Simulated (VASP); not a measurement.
**Pd: equation of state with vdW-DF2**

Pd:

```
Pd
1.0
     0.00000    1.94650    1.94650
     1.94650    0.00000    1.94650
     1.94650    1.94650    0.00000
Pd
1
Direct
  0.00000 0.00000 0.00000
```

```yaml
Program: VASP 6.6.1
Task: equation of state
Functional: vdW-DF2
Potentials_or_basis: VASP PAW PBE potentials, release 64 (Pd)
Cutoff: 520 eV
k_mesh: 12 × 12 × 12
Occupations: gaussian, width 0.05 eV
Spin: no spin polarisation
Further_INCAR_settings: ALGO = Normal; EDIFF = 1.00e-07
```

* Equilibrium volume: 16.92 Å³/atom (rough: see the caveat)
* Bulk modulus: 125 GPa (rough)

Energy against volume, from the lowest point:
```csv
volume (Å³/atom),energy (meV/atom)
13.865,283.81
14.160,211.63
14.455,150.92
14.750,100.44
15.045,59.09
15.340,25.90
15.635,0.00
```

Run time: 2.5 min on 1 thread of Intel(R) Xeon(R) Platinum 8488C (Sapphire Rapids) (shared host), peak memory 0.26 GiB.

Caveat: the minimum lies outside the volumes run; the PAW data sets were made with another functional, which shifts forces and pressure a little.
